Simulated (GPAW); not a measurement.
## AlO: relaxation of cell and atoms with PBE

Crystal: AlO.

```
Al O
1.0
     2.76919    0.00000    0.00000
     0.00000    2.76919    0.00000
     0.00000    0.00000    2.76919
Al O
1 1
Direct
  0.50000 0.50000 0.50000
  0.00000 0.00000 0.00000
```

The cell was built by a generator and needn't be a form met in nature.

```json
{
  "Program": "GPAW 26.7.0",
  "Task": "relaxation of cell and atoms",
  "Functional": "PBE",
  "Potentials or basis": "GPAW PAW data sets (gpaw-data 1.2.1)",
  "Cutoff": "800 eV",
  "Basis": "pw",
  "k mesh": "8 × 8 × 8",
  "Occupations": "fermi-dirac, width 0.05 eV",
  "Spin": "no spin polarisation",
  "Maxiter": "150",
  "Optimizer": "BFGS",
  "Fmax": "0.02 eV/Å",
  "Max steps": "60"
}
```

```json
{
  "Pressure after relaxing": "0.0 GPa",
  "Band gap on the k mesh": "none (metal or under the smearing width)"
}
```

Final structure:
```
CELL_PARAMETERS angstrom
2.76919 0.00000 0.00000
0.00000 2.76919 0.00000
0.00000 0.00000 2.76919
ATOMIC_POSITIONS crystal
Al 0.50000 0.50000 0.50000
O 0.00000 0.00000 0.00000
```

Levels at points of the mesh, in eV from the Fermi level:
```csv
k point,band 3,band 4,band 5,band 6,band 7,band 8
"(0.00, 0.00, 0.00)",-4.45,-4.45,-4.45,5.63,5.63,11.07
"(0.50, 0.00, 0.00)",-3.89,-3.89,0.11,2.14,8.65,9.69
"(0.50, 0.50, 0.00)",-8.00,-3.40,-2.45,4.96,4.96,8.02
"(0.50, 0.50, 0.50)",-6.45,-6.45,0.63,0.63,0.63,4.43
```

Run time: 7.2 s on 1 thread of Arm Neoverse V2 (shared host), peak memory 0.14 GiB.

Caveat: the relaxation stopped at its first step, so nothing moved; later steps reuse the first step's grids; an odd number of electrons without spin polarisation forces a metal; a magnetic or distorted state may lie lower.
